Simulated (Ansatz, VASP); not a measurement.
**One calculation of B, two programs**

```
CELL_PARAMETERS angstrom
3.32228 0.00000 0.00000
0.00000 3.32228 0.00000
0.00000 0.00000 4.28496
ATOMIC_POSITIONS crystal
B 0.00000 0.25074 0.65706
B 0.25074 0.00000 0.34294
B 0.74926 0.00000 0.34294
B 0.00000 0.74926 0.65706
B 0.00000 0.00000 0.00000
```

Alike in both runs: functional PBE; k mesh 4 × 4 × 6; occupations gaussian, width 0.1 eV; no spin polarisation.

Ansatz relaxed the structure, and its values are those at the end. VASP's run is a single point on that final structure, the one shown.

|  | VASP | Ansatz |
| --- | --- | --- |
| version | VASP 6.6.1 | Ansatz 0.2.0 |
| potentials or method | VASP PAW PBE potentials, release 64 (B) | scalar-relativistic, plane waves, PAW |
| plane-wave cutoff (eV) | 520 | 420 |
| valence electrons in the cell | 15 | 15 |

```csv
,VASP,Ansatz,Ansatz less VASP
gap on the k mesh at the Fermi level (eV),none,none,-
pressure (GPa),0.0,0.0,+0.02
rms of the force components (eV/Å),0.009,0.001,-0.0085
```

A gap of «none» marks a metal or a gap that the smearing closes.

Caveats: the k mesh is coarse (spacing up to 0.47 Å⁻¹), so the values aren't converged.
